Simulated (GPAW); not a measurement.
## Equation of state of AgCl under PBEsol

Symmetry: Fm-3m, No. 225, cubic system. The conventional cell has a = 5.470 Å, b = 5.470 Å, c = 5.470 Å, α = 90.00°, β = 90.00°, γ = 90.00°. Around Ag (site symmetry m-3m) lie 6 Cl at 2.73 Å. Cl (site symmetry m-3m) has 6 Ag at 2.73 Å as nearest neighbours.

The cell was scaled at fixed shape and fractions and run with GPAW, PAW data sets generated for this functional, cutoff 600 eV; PBEsol, k mesh 7 × 7 × 7 on the cell of 2 atoms, fermi-dirac occupations of 0.05 eV, no spin polarisation, no spin-orbit coupling. Energies are those that the program minimises, any entropy of the smearing included.

```csv
V (Å³/atom),energy over the lowest row (meV/atom)
19.2309,10.411
19.6401,?
20.0492,0.217
20.4584,0.000
20.8676,2.551
21.2768,7.523
21.6859,14.629
```

Question: Fit the third-order Birch-Murnaghan form, give V0, B0 and B′, and predict the energy left open.

Answer: With y = (V0/V)^(2/3), E = E0 + (9 V0 B0/16) [(y - 1)³ B′ + (y - 1)² (6 - 4y)]. Least squares through the rows shown give V0 = 20.2809 Å³/atom, E0 = -0.263 meV, B0 = 56.34 GPa (1 eV/Å³ = 160.218 GPa) and B′ = 5.23, with a largest miss of 0.005 meV. At V = 19.6401 the form with these constants gives 3.542 meV; the run gave 3.513 meV an atom. Measured volume: 21.36 Å³/atom at 299.15 K (a printed reference work), so the fit lies -5.1 % from it. The runs are for a static lattice.
